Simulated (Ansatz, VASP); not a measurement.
This is a calculation of GaSb for Ansatz 0.2.0.

File input.yaml:

```yaml
crystal:
  lattice:
    - [-2.6972256977, 2.6972256977, 1.5582344802]
    - [2.6972256977, -2.6972256977, 1.5582344802]
    - [2.6972256977, 2.6972256977, -1.5582344802]
  atoms:
    - { symbol: Sb, position: [0.0, 0.0, 0.0] }
    - { symbol: Ga, position: [0.75, 0.25, 0.5] }
hamiltonian:
  xc: pbe
  pseudopotentials: { kind: paw }
kpoints:
  mp_grid: { grid: [10, 10, 10] }
scf:
  occupations: { method: fermi_dirac, width: 0.05 }
output:
  forces: true
  stress: true
  eigenvalues: true
```

Potentials or basis: Ansatz PAW.

Launch:

```console
$ ansatz run input.yaml --threads 2 --pin off --max-ram 5120MiB --backend cpu --events-out ev --progress --plain --runs-dir out
```

**Question.** Translate it to VASP 6.6.1. Potentials there: VASP PAW PBE potentials, release 64 (Sb, Ga_d).

**Answer.** As run (the cutoff follows the program's own potentials):

INCAR

```
SYSTEM = GaSb
PREC = Accurate
ENCUT = 520
EDIFF = 1E-7
ISMEAR = -1
SIGMA = 0.05
LREAL = .False.
LASPH = .True.
NELM = 80
ALGO = Normal
ISIF = 2
LWAVE = .False.
LCHARG = .False.
GGA = PE
NBANDS = 16
```

The input KPOINTS:

```
regular mesh
0
Gamma
  10 10 10
  0 0 0
```

The input POSCAR:

```
GaSb
1.0
   -2.6972256977      2.6972256977      1.5582344802
    2.6972256977     -2.6972256977      1.5582344802
    2.6972256977      2.6972256977     -1.5582344802
Sb Ga
1 1
Direct
    0.0000000000      0.0000000000      0.0000000000
    0.7500000000      0.2500000000      0.5000000000
```

Potentials or basis: VASP PAW PBE potentials, release 64 (Sb, Ga_d).

The run is started by

```bash
$ cat potpaw_PBE.64/Sb/POTCAR potpaw_PBE.64/Ga_d/POTCAR > POTCAR
$ mpirun -np 1 vasp_std > vasp.out
```

Both were run:

|  | VASP | Ansatz | Ansatz less VASP |
| --- | --- | --- | --- |
| gap on the k mesh at the Fermi level (eV) | none | none | - |
| pressure (GPa) | 4.0 | 3.9 | -0.05 |
| largest component of the traceless stress (GPa) | 0.92 | 0.88 | -0.042 |

A gap of «none» marks a metal or a gap that the smearing closes. The two sets of potentials don't hold the same shells in valence.

The runs have no spin-orbit coupling, so splittings on Sb are missing.
